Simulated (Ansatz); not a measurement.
Here is an Ansatz 0.2.0 calculation.

File input.yaml:

```yaml
crystal:
  lattice:
    - [0.0, 2.03, 2.03]
    - [2.03, 0.0, 2.03]
    - [2.03, 2.03, 0.0]
  atoms:
    - { symbol: Ti, position: [0.0, 0.0, 0.0] }
hamiltonian:
  xc: pbe
  pseudopotentials: { kind: paw }
kpoints:
  mp_grid: { grid: [11, 11, 11] }
scf:
  occupations: { method: gaussian, width: 0.019 }
output:
  forces: true
  stress: true
  eigenvalues: true
  write_density: true
  write_potential: true
  elf: true
  volumetric_format: npy
```

Potentials or basis: Ansatz PAW.

The run is started by

```console
$ ansatz run input.yaml --threads 2 --pin off --max-ram 5632MiB --backend cpu --events-out ev --progress --plain --runs-dir out
```

(1) Estimate the band gap on the k mesh.

(2) Predict the pressure.

Answers

(1) none (metal or under the smearing width).

(2) 3.8 GPa.
